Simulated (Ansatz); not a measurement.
TiAl3, before and after

The guess for TiAl3 was made by a generator: random cell by space group and Wyckoff sites (Fm-3m, No. 225). Its size is a rough estimate.

start.xyz

```xyz
4
Lattice="0.0000 3.1340 3.1340 3.1340 0.0000 3.1340 3.1340 3.1340 0.0000" Properties=species:S:1:pos:R:3 pbc="T T T"
Ti    3.1340    3.1340    3.1340
Al    0.0000    0.0000    0.0000
Al    1.5670    1.5670    1.5670
Al    4.7010    4.7010    4.7010
```

Theory: DFT PBE, scalar-relativistic, plane waves, PAW (Ansatz). Cutoff 420 eV, Gaussian smearing, Γ-centred meshes. Cell and atoms relax first on a coarse mesh and then on a finer one. In between, the cell is made exact in the group found at 0.06 Å. In metals the finer mesh still leaves noise of several meV/atom or more. The steps can't lower the symmetry of their start. No spin polarisation in the relaxation; trial moments died out in a coarse test.

end.xyz

```xyz
4
Lattice="0.0000 3.1974 3.1974 3.1974 0.0000 3.1974 3.1974 3.1974 0.0000" Properties=species:S:1:pos:R:3 pbc="T T T"
Ti    3.1974    3.1974    3.1974
Al    0.0000    0.0000    0.0000
Al    1.5987    1.5987    1.5987
Al    4.7961    4.7961    4.7961
```

The symmetry stays Fm-3m (No. 225). The end has the BiF3 (D0_3) type. The volume per atom grows by 6.2 %, from 15.4 to 16.3 Å³. The shortest distance goes from 2.71 Å (Ti–Al and Al–Al) to 2.77 Å (Ti–Al and Al–Al).

- Volume per atom: 16.34 Å³
- Density: 3.27 g/cm³
- Formation energy: +0.04 eV/atom
- Gap on the 12×12×12 mesh of the 4-atom cell: 0 eV (a metal)

Formation energies are uncorrected and refer to the elements' standard structures at the same level. A positive value: parting into the elements would lower its energy.

The last run used Gaussian smearing of 0.10 eV. The k mesh leaves some 4 meV/atom of noise in the energy of each metallic cell. A structure relaxed within its symmetry needn't be a true minimum. In all, the 3 runs took 10 s on 1 thread of AMD EPYC 9R45 96-Core Processor (Zen 5), on a shared host. Another cell of TiAl3 relaxed alike, in Pm-3m, lies 0.40 eV/atom lower, so this cell isn't the stable form at this level.
